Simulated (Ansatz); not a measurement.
Density of states of Sr (P6_3/mmc, a = 4.263 Å, b = 4.263 Å, c = 13.977 Å, α = 90.00°, β = 90.00°, γ = 120.00°), in states per eV and primitive cell, averaged over bins of 0.4 eV. Theory: Ansatz 0.2.0, DFT PBE, scalar-relativistic, plane waves, PAW.

Settings: cutoff 420 eV, Γ-centred mesh 12×12×4 on the computed 4-atom cell, Gaussian smearing of 0.10 eV; no spin polarisation.

The cell is relaxed at this level. The states (both spins) are summed by tetrahedra on a 18×18×6 mesh at the self-consistent density. Energies are bin centres; the table starts no lower than −8 eV and ends at 6 eV, or lower where the solved bands end.

It is a metal at this level.

```
E − E_F (eV) total Sr 5s Sr 4p
       -3.45   0.43   0.42   0.00
       -3.05   0.86   0.83   0.01
       -2.65   1.20   1.16   0.02
       -2.25   1.55   1.49   0.02
       -1.85   1.97   1.86   0.03
       -1.45   2.55   2.33   0.03
       -1.05   3.53   2.98   0.02
       -0.65   3.78   2.69   0.01
       -0.25   3.51   1.60   0.01
        0.15   7.94   0.42   0.00
        0.55   7.91   0.16   0.00
        0.95   7.78   0.18   0.00
        1.35   7.08   0.11   0.00
        1.75   5.04   0.05   0.00
```

The columns after the total are the Löwdin projections on the occupied valence shells of the potentials. The rest of the total lies in shells that are empty in the free atom, which aren't projected, and between the atoms.

This form isn't the element's structure at ambient conditions.

Cost: 1 run of about 1.1 core-minutes, on Arm Neoverse V2 (shared hosts).